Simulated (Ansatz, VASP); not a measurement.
**AlN in two plane-wave programs**

Wanted: the spread between two codes on one cell, functional and k mesh.

Program: Ansatz 0.2.0. Level of theory: plane waves, with VASP 6.6.1 beside it; single point at PBEsol. Results are calculated unless marked as measured.

## 1. Starting point

It takes space group P6_3mc (No. 186, hexagonal). Conventional cell: a = 3.081 Å, b = 3.081 Å, c = 5.031 Å, α = 90.00°, β = 90.00°, γ = 120.00°. Al has 4 N at 1.88 to 1.92 Å nearest. N has 4 Al at 1.88 to 1.92 Å nearest. Farther neighbours and most contacts between anions are not listed.

Structure file:

```cif
data_structure
_symmetry_space_group_name_H-M 'P 1'
_symmetry_Int_Tables_number 1
_cell_length_a 3.0810
_cell_length_b 3.0810
_cell_length_c 5.0310
_cell_angle_alpha 90.000
_cell_angle_beta 90.000
_cell_angle_gamma 120.000
_cell_volume 41.36
loop_
_atom_site_label
_atom_site_type_symbol
_atom_site_fract_x
_atom_site_fract_y
_atom_site_fract_z
_atom_site_occupancy
Al1 Al 0.66667 0.33333 0.50000 1
Al2 Al 0.33333 0.66667 0.00000 1
N3 N 0.66667 0.33333 0.88200 1
N4 N 0.33333 0.66667 0.38200 1
```

## 2. VASP: single point, PBEsol

A single point gives forces, pressure and levels at one fixed geometry, so differences don't come from the geometry; what else differs is listed under the comparison.

Lines of VASP's logs that name or quote its potential files are left out, and so is its time.

INCAR

```
SYSTEM = AlN
PREC = Accurate
ENCUT = 520
EDIFF = 1E-05
NELM = 100
ISMEAR = 0
SIGMA = 0.05
LREAL = .FALSE.
ALGO = Normal
GGA = PS
NBANDS = 14
LORBIT = 11
LWAVE = .FALSE.
LCHARG = .FALSE.
KPAR = 4
```

POSCAR

```
AlN
1.0
    3.0810000000      0.0000000000      0.0000000000
   -1.5405000000      2.6682242691      0.0000000000
    0.0000000000      0.0000000000      5.0310000000
Al N
2 2
Direct
    0.6666666667      0.3333333333      0.5000000000
    0.3333333333      0.6666666667      0.0000000000
    0.6666666667      0.3333333333      0.8820000000
    0.3333333333      0.6666666667      0.3820000000
```

KPOINTS

```
Automatic mesh
0
Gamma
9 9 4
0 0 0
```

The projector-augmented-wave data sets are Al and N (PBE family, release 64).

The run is started by

```console
> mpirun -np 4 vasp_std
```

Numbers of over 12 decimals in the logs are rounded to 6 here.

What it wrote:

```text
[banner, memory and clock lines left out]
running    4 mpi-ranks, on    1 nodes
 distrk:  each k-point on    1 cores,    4 groups
 distr:  one band on    1 cores,    1 groups

 POSCAR found type information on POSCAR AlN
 POSCAR found :  2 types and       4 ions
|                                                                             |
|               ----> ADVICE to this user running VASP <----                  |
|                                                                             |
|     You enforced a specific xc type in the INCAR file but a different       |
|     [... a line on the potential file left out ...]
|     I HOPE YOU KNOW WHAT YOU ARE DOING!                                     |
|                                                                             |

 LDA part: xc-table for (Slater+PW92), standard interpolation
 POSCAR, INCAR and KPOINTS ok, starting setup
 FFT: planning ... GRIDC
 FFT: planning ... GRID_SOFT
 FFT: planning ... GRID
 WAVECAR not read
 entering main loop
       N       E                     dE             d eps       ncg     rms          rms(c)
DAV:   1     0.452910308824E+02    0.45291E+02   -0.74882E+03  1008   0.103E+03
DAV:   2    -0.319769145097E+02   -0.77268E+02   -0.70598E+02  1430   0.202E+02
DAV:   3    -0.357692763053E+02   -0.37924E+01   -0.37773E+01  1374   0.475E+01
DAV:   4    -0.357951558708E+02   -0.25880E-01   -0.25877E-01  1092   0.455E+00
DAV:   5    -0.357954808745E+02   -0.32500E-03   -0.32498E-03  1368   0.515E-01    0.118E+01
DAV:   6    -0.313445030550E+02    0.44510E+01   -0.11892E+01  1248   0.257E+01    0.429E+00
DAV:   7    -0.313306866177E+02    0.13816E-01   -0.71071E-01  1110   0.596E+00    0.290E+00
DAV:   8    -0.312990140963E+02    0.31673E-01   -0.81865E-02  1140   0.260E+00    0.513E-01
DAV:   9    -0.312935309633E+02    0.54831E-02   -0.18070E-02  1320   0.990E-01    0.246E-01
DAV:  10    -0.312938755377E+02   -0.34457E-03   -0.13741E-03  1140   0.266E-01    0.149E-01
DAV:  11    -0.312938059504E+02    0.69587E-04   -0.13549E-04  1326   0.905E-02    0.307E-02
DAV:  12    -0.312938051994E+02    0.75102E-06   -0.45355E-06   710   0.200E-02
   1 F= -.31293805E+02 E0= -.31293805E+02  d E =-.447676E-14
```

Parts of OUTCAR (step 2):

```text
ion  position               nearest neighbor table
   1  0.667  0.333  0.500-   4 1.88   4 1.88   4 1.88   3 1.92   2 3.08   2 3.08   2 3.08   2 3.08
                             2 3.08   2 3.08
   2  0.333  0.667  0.000-   3 1.88   3 1.88   3 1.88   4 1.92   1 3.08   1 3.08   1 3.08   1 3.08
                             1 3.08   1 3.08
   3  0.667  0.333  0.882-   2 1.88   2 1.88   2 1.88   1 1.92
   4  0.333  0.667  0.382-   1 1.88   1 1.88   1 1.88   2 1.92

  LATTYP: Found a hexagonal cell.
 ALAT       =     3.0810000000
 C/A-ratio  =     1.6329113924

 Subroutine GETGRP returns: Found 12 space group operations
 (whereof  6 operations were pure point group operations)

The static configuration has the point symmetry C_3v.
 The point group associated with its full space group is C_6v.

 Found     36 irreducible k-points:

   k-points           NKPTS =     36   k-points in BZ     NKDIM =     36   number of bands    NBANDS=     14

   dimension x,y,z NGX =    24 NGY =   24 NGZ =   40
   dimension x,y,z NGXF=    48 NGYF=   48 NGZF=   80

   ENCUT  =  520.0 eV  38.22 Ry    6.18 a.u.   5.73  5.73  9.35*2*pi/ulx,y,z

   NELECT =      16.0000    total number of electrons

 k-points in reciprocal lattice and weights: Automatic mesh
   0.00000000  0.00000000  0.00000000       0.003
   0.11111111  0.00000000  0.00000000       0.019
   0.22222222 -0.00000000  0.00000000       0.019
   0.33333333 -0.00000000  0.00000000       0.019
   0.44444444 -0.00000000  0.00000000       0.019
   0.11111111  0.11111111  0.00000000       0.019
   0.22222222  0.11111111  0.00000000       0.037
   0.33333333  0.11111111  0.00000000       0.037
   0.44444444  0.11111111  0.00000000       0.019
[...]
0.33333333  0.22222222  0.50000000       0.037
   0.33333333  0.33333333  0.50000000       0.006

 average (electrostatic) potential at core
       1 -71.2275       2 -71.2275       3 -59.8915       4 -59.8915

 E-fermi :   6.3355

 k-point     1 :       0.0000    0.0000    0.0000
  band No.  band energies     occupation
    ...
      4       5.3590      2.00000
      5       5.3590      2.00000
      6       5.9606      2.00000
      7       5.9606      2.00000
      8       6.0921      2.00000
      9      10.3514      0.00000
     10      13.0059      0.00000
     11      16.6482      0.00000
     12      17.4557      0.00000
     13      17.4557      0.00000
    ...

 k-point     2 :       0.1111    0.0000    0.0000
  band No.  band energies     occupation
    ...
      4       4.6321      2.00000
      5       5.1581      2.00000
      6       5.2679      2.00000
      7       5.9278      2.00000
      8       6.0291      2.00000
      9      11.0277      0.00000
     10      13.6205      0.00000
     11      15.9961      0.00000
     12      16.4616      0.00000
     13      17.9152      0.00000
    ...

 k-point     3 :       0.2222   -0.0000    0.0000
  band No.  band energies     occupation
    ...
      4       3.0814      2.00000
      5       3.9750      2.00000
      6       4.7460      2.00000
      7       5.7848      2.00000
      8       5.7899      2.00000
      9      12.1163      0.00000
     10      14.0230      0.00000
     11      14.4201      0.00000
     12      16.1179      0.00000
     13      17.9062      0.00000
    ...

  Total        1.4056354      1.4056354     -0.7550031      0.0000000     -0.0000000      0.0000000
  in kB       54.4521372     54.4521372    -29.2476510      0.0000000     -0.0000000      0.0000000
  external PRESSURE =      26.5522078 kB  Pullay stress =       0.0000000 kB

  energy-cutoff  :      520.00
  volume of cell :       41.36
      direct lattice vectors                 reciprocal lattice vectors
     3.081000000  0.000000000  0.000000000     0.324569945  0.187390545  0.000000000
    -1.540500000  2.668224269  0.000000000     0.000000000  0.374781090  0.000000000
     0.000000000  0.000000000  5.031000000     0.000000000  0.000000000  0.198767641

 POSITION                                       TOTAL-FORCE (eV/Angst)
 -----------------------------------------------------------------------------------
      1.54050      0.88941      2.51550         0.000000     -0.000000      0.231529
     -0.00000      1.77882      0.00000        -0.000000      0.000000      0.231529
      1.54050      0.88941      4.43734         0.000000      0.000000     -0.231529
     -0.00000      1.77882      1.92184         0.000000      0.000000     -0.231529
 -----------------------------------------------------------------------------------
    total drift:                               -0.000000      0.000000     -0.000294

  FREE ENERGIE OF THE ION-ELECTRON SYSTEM (eV)
  ---------------------------------------------------
  free  energy   TOTEN  =       -31.2938051994 eV

  energy  without entropy=      -31.2938051994  energy(sigma->0) =      -31.29380520

 total charge
# of ion       s       p       d       tot
------------------------------------------
    1        0.371   0.449   0.000   0.820
    2        0.371   0.449   0.000   0.820
    3        1.218   2.636   0.000   3.854
    4        1.218   2.636   0.000   3.854
--------------------------------------------------
tot          3.179   6.169   0.000   9.348

[... 3 further parts left out ...]
```

The run ends at a pressure of 2.66 GPa, with forces up to 0.23 eV/Å.

## 3. Ansatz: single point, PBEsol

Ansatz runs on its default PAW (the set named soft_2) files.

The same cell, functional, mesh and smearing now go to Ansatz, which takes its cutoff from its data sets.

input.yaml

```yaml
crystal:
  lattice:
    - [3.081, 0.0, 0.0]
    - [-1.5405, 2.6682242691, 0.0]
    - [0.0, 0.0, 5.031]
  atoms:
    - { symbol: Al, position: [0.6666666667, 0.3333333333, 0.5] }
    - { symbol: Al, position: [0.3333333333, 0.6666666667, 0.0] }
    - { symbol: "N", position: [0.6666666667, 0.3333333333, 0.882] }
    - { symbol: "N", position: [0.3333333333, 0.6666666667, 0.382] }
hamiltonian:
  xc: pbesol
  pseudopotentials: { kind: paw }
kpoints:
  mp_grid: { grid: [9, 9, 4] }
scf:
  occupations: { method: gaussian, width: 0.05 }
  n_extra_bands: 5
output:
  forces: true
  stress: true
  eigenvalues: true
```

The run is started by

```console
> ansatz run input.yaml --threads 2 --pin off --max-ram 4608MiB --backend cpu --events-out ev --progress --plain --runs-dir out
```

What it wrote:

```text
scf.n_extra_bands = 5 over 8 filled bands (N_el = 16.0): the run solves 13 bands
Engine: ansatz 0.2.0, aarch64-unknown-linux-gnu
Pseudopotentials: kind: paw
Pseudopotential: Al, paw, valence charge 3, recommended cutoff 420 eV (normal), Al.paw.azcp
Pseudopotential: N, paw, valence charge 5, recommended cutoff 420 eV (normal), N.paw.azcp
Functional definition: PBEsol
  exchange = pbesol_x
  correlation = pbesol_c
Crystal: 4 atoms, lattice volume = 41.359 Å³
Basis set: ecut = 420 eV, 785 PW (Γ), exchange–correlation on 48×48×72 points (8 copies of the dense FFT grid, shifted against one another)
Bands: 13, of which v1, the nominal top of the filled ones, is band 8 counted from 1 (7 counted from 0)
Symmetry: 12 space group operations
Space group: P63mc (ITA 186), of the structure as read, at distance tolerance 3.5e-5 Å
k-points: 36 of 324 (time reversal used)
Non-local potential: Al, projectors of the file, l = 0: 2, l = 1: 2, l = 2: 1
Non-local potential: N, projectors of the file, l = 0: 2, l = 1: 2, l = 2: 1
PAW form: soft (Blöchl's): semilocal exchange-correlation on the pseudo side does not see the compensation charge
PAW frozen core: Al, regenerated for the run's functional, and the local potential with it (the file was generated under x = pbe(κ = 0.804, μ = 0.219515), c = pbe(β = 0.066725))
PAW frozen core: N, regenerated for the run's functional, and the local potential with it (the file was generated under x = pbe(κ = 0.804, μ = 0.219515), c = pbe(β = 0.066725))
PAW one-centre angular grid: Al, 110 points (default); XC on 64 Gauss nodes
PAW one-centre angular grid: N, 110 points (default); XC on 64 Gauss nodes
Initial density: superposition of atomic densities (neutral atoms: chi_scale 0, normalization atom), corrected by the library's trained network
Initial wavefunctions: pseudopotential atomic-orbital guess
Functional: x = pbesol(κ = 0.804, μ = 0.123457), c = pbesol(β = 0.046)
SCF iter   1: F=—  HF=-1811.912393 eV  |F-HF|=—  |Δ(HF+E_count)|=         —  Δρ=1.05e-2  dr2=4.80e-2  ethr=1.77e-3  ⟨swp⟩=5.4  Hψ=2982  notcnv=0
preconditioner: auto → none  [insulator: Δε(μ)=4.161 eV  Ē_g=13.712 eV  σ=0.050 eV  W_gap=1.00  n_scr=2 (ndim 8)  ℏωp=23.1 eV  f_vac=0.000  D(μ)=0.00/eV (n_scr^D=0)  ε∞_Penn≈3.8]
SCF iter   2: F=—  HF=-1811.898917 eV  |F-HF|=—  |Δ(HF+E_count)|=   1.35e-2  Δρ=1.76e-3  dr2=1.54e-3  ethr=3.00e-4  ⟨swp⟩=2.9  Hψ=1050  notcnv=0  defer=31
SCF iter   3: F=—  HF=-1811.898545 eV  |F-HF|=—  |Δ(HF+E_count)|=   3.72e-4  Δρ=4.69e-4  dr2=4.72e-5  ethr=9.62e-6  ⟨swp⟩=2.5  Hψ=700  notcnv=0  defer=33
SCF iter   4: F=—  HF=-1811.898394 eV  |F-HF|=—  |Δ(HF+E_count)|=   1.51e-4  Δρ=1.54e-5  dr2=3.33e-8  ethr=6.25e-10  ⟨swp⟩=7.4  Hψ=3016  notcnv=0
iter 5 did not close the SCF: its close was put off for the readings that it lacked (scf_convergence_deferred on its scf_iter line)
SCF iter   5: F=-1811.898394 eV  HF=-1811.898394 eV  |F-HF|=6.69e-10  |Δ(HF+E_count)|=   1.59e-8  Δρ=2.48e-6  dr2=8.08e-10  ethr=2.08e-10  ⟨swp⟩=1.8  Hψ=560  notcnv=0
SCF iter   6: F=-1811.898394 eV  HF=-1811.898394 eV  |F-HF|=4.55e-13  |Δ(HF+E_count)|=  7.79e-10  Δρ=1.38e-7  dr2=4.47e-12  ethr=5.05e-12  ⟨swp⟩=1.1  Hψ=1338  notcnv=0
SCF 1 converged in 6 iterations: F = -1811.898394 eV  dr2 = 4.47e-12
  greatest PAW one-centre occupation: 0.786 electrons in one spin orbital (limit 2), on the N atom at site 3 (counted from 0), in its partial waves of l = 0
SCF converged after 6 iterations
Free energy (F): -1811.898394 eV
Harris-Foulkes:  -1811.898394 eV  (|F-HF|=4.55e-13)
Internal energy: -1811.898394 eV  (E = F + TS)
E sigma→0 (E₀):  -1811.898394 eV
Fermi energy:    9.215763 eV
--- Per-component energies (eV) ---
  E_band       = 30.095047
  E_kinetic    = 318.573979
  E_local      = -444.021996  (includes V_loc(G=0)·N_el)
  E_nonlocal   = 111.551994
  E_hartree    = 153.048531
  E_xc         = -201.693857
  E_vxc        = -215.322046  (∫ρ·V_xc dr)
  E_paw        = -1155.668611  (= ΣΔE_a)
  E_vpaw       = -46.784136  (= ΣTr[D̂ρ^β])
  E_aug_tail   = 0.000188  (compensation charges beyond the density's cutoff)
  E_ewald      = -593.783097
  E_core_change = 0.094476  (= ΣΔE_core)
  E_smearing   = -0.000000  (= −TS)
  E_closure    = 0.000000  (closes the sum)
  Σ components = -1811.898394   (vs F -1811.898394, Δ=0.00e0)
--- Forces (eV/Å), atoms counted from 1 ---
  atom   1  Al    -0.00000000     0.00000000     0.22824145
  atom   2  Al     0.00000000    -0.00000000     0.22824145
  atom   3  N      0.00000000    -0.00000000    -0.22824176
  atom   4  N     -0.00000000     0.00000000    -0.22824176
  max |Σ_I F_I| component: 6.15e-7 eV/Å
--- Stress (GPa, compression-positive) ---
        5.457807       0.000000       0.000000
        0.000000       5.457807       0.000000
        0.000000       0.000000      -2.803770
  P = ⅓ Tr σ = 2.7039 GPa (27.039 kbar)
--- Band table (eV; the first three rows and the last of 36) ---
  k-point 0: bands = [... 4 lower, 6.3602, 6.9615, 6.9615, 7.0951, 11.3364, 13.9996, 17.6449, 18.4525, ... 1 higher]
  k-point 1: bands = [... 4 lower, 6.4437, 6.4437, 6.8687, 6.8687, 12.3310, 14.0907, 17.3203, 18.4293, ... 1 higher]
  k-point 2: bands = [... 4 lower, 6.6518, 6.6518, 6.6518, 6.6518, 13.6964, 13.6964, 17.3716, 17.3716, ... 1 higher]
  k-point 35: bands = [... 4 lower, 3.1939, 3.1939, 6.2978, 6.2978, 14.3924, 14.3924, 14.8132, 14.8132, ... 1 higher]
```

Run time: 2.4 s. Hardware: 2 threads of Arm Neoverse N1, shared host; peak memory 0.28 GiB.

In the SCF lines HF is the Harris–Foulkes energy and dr2 the Hartree energy of the density residual, in eV; the loop may stop once dr2 is under the threshold and the program's other checks hold. Hψ counts applications of the Hamiltonian.

The run ends at a pressure of 2.70 GPa, with forces up to 0.23 eV/Å.

## 4. Comparison

Known differences besides the potentials themselves: the cutoff is 420 eV in Ansatz and 520 eV in VASP; Ansatz makes its cores anew for this functional, VASP keeps those of its PBE data sets; VASP leaves aspherical gradient terms in its spheres out (LASPH is not set), Ansatz keeps them. Total energies have different zeros and are not compared.

The two programs side by side:

| quantity | Ansatz | VASP | difference |
| --- | --- | --- | --- |
| pressure (GPa) | 2.70 | 2.66 | +0.05 |
| pressure without Ansatz's Pulay correction (GPa) | 2.18 | 2.66 | -0.48 |
| gap on the k mesh (eV) | 4.241 | 4.259 | -0.018 |

Forces (eV/Å; atoms numbered as in POSCAR):

| atom | Ansatz x, y, z | VASP x, y, z |
| --- | --- | --- |
| Al1 | 0.000, 0.000, 0.228 | 0.000, 0.000, 0.232 |
| Al2 | 0.000, 0.000, 0.228 | 0.000, 0.000, 0.232 |
| N3 | 0.000, 0.000, -0.228 | 0.000, 0.000, -0.232 |
| N4 | 0.000, 0.000, -0.228 | 0.000, 0.000, -0.232 |

The forces differ by 1.9 meV/Å r.m.s., which is 1.4 % of the r.m.s. force of 0.13 eV/Å (both taken over all components). A gap on the mesh is an upper bound, since the band edges may lie between its points. Ansatz's pressure holds a Pulay correction of 0.52 GPa; VASP's holds none.

## 5. Further runs

Further runs change the set-up of one program: Ansatz's method, potentials or start, or VASP's data sets, cutoff or form of LDA. The table gives Ansatz less VASP for each quantity, since a change that brings one quantity closer may part another.

| run | r.m.s. force difference (meV/Å) | pressure (GPa) | gap on the k mesh (eV) |
| --- | --- | --- | --- |
| as above | 1.9 | 0.049 | -0.018 |
| Ansatz's all-electron LAPW method | 1.8 | -0.10 | -0.0072 |

## 6. Results

- r.m.s. force difference (single point, PBEsol): 1.9 meV/Å

**Reading.** The r.m.s. force difference is 1.9 meV/Å (single point, PBEsol), within the 12 meV/Å picked in this series as the mark of a large difference. Single point, PBEsol, Ansatz's all-electron LAPW method: the difference in pressure goes from 0.049 to -0.10 GPa; the difference in gap on the k mesh goes from -0.018 to -0.0072 eV. How closely two codes agree says nothing of how well the functional describes the real material.

[Lines on the potential files, build, host, timing and source positions are cut from VASP's logs without a mark.]

[Logs are printed without paths, hosts, clocks, repeated set-up lines and the standing remarks that a program may print on its own settings, such as how far it seeks lower states.]

[Hosts, paths, dates, database ids (printed as entryN), source tags and the programs' standing remarks are cut or masked in the printed files.]
